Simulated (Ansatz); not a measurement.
InSe:

```xyz
4
Lattice="2.0000 1.1547 8.4400 -2.0000 1.1547 8.4400 0.0000 -2.3094 8.4400" Properties=species:S:1:pos:R:3 pbc="T T T"
In    0.0000    0.0000   22.4994
In    0.0000    0.0000    0.0000
Se    0.0000    0.0000    4.3525
Se    0.0000    0.0000    9.7102
```

Base run:

```yaml
Program: Ansatz 0.2.0
Functional: r2SCAN0 form with a typed share of exact exchange
Potentials_or_basis: Ansatz PAW
Cutoff: "500 eV (not typed: the program's choice for these potentials)"
k_mesh: 5 × 5 × 5
Occupations: fermi-dirac, width 0.05 eV
Spin: no spin polarisation
```

Its results: band gap on the k mesh 3.65 eV, direct; pressure -1.0 GPa; largest force 0.418 eV/Å.

After a change of settings the same cell gave: band gap on the k mesh 1.92 eV, direct; pressure 0.5 GPa; largest force 0.161 eV/Å. Which change was it?
A. share of exact exchange from 0.5 to 0.35
B. functional from r2SCAN0 form with a typed share of exact exchange to PBEsol; cutoff from 500 eV (not typed: the program's choice for these potentials) to 420 eV (not typed: the program's choice for these potentials); k mesh from 5 × 5 × 5 to 8 × 8 × 8
C. share of exact exchange from 0.5 to 0.15
D. share of exact exchange from 0.5 to 0

C.

Caveats: odd divisions of the mesh miss points on the zone boundary, where band edges often lie, so the gap on the mesh can be too wide; spin-orbit coupling is left out, which moves the levels of the heavy elements; the PAW data sets come from PBE, with cores solved anew for the run's functional, which leaves a small shift of forces and pressure; the thresholds are loose for stress.
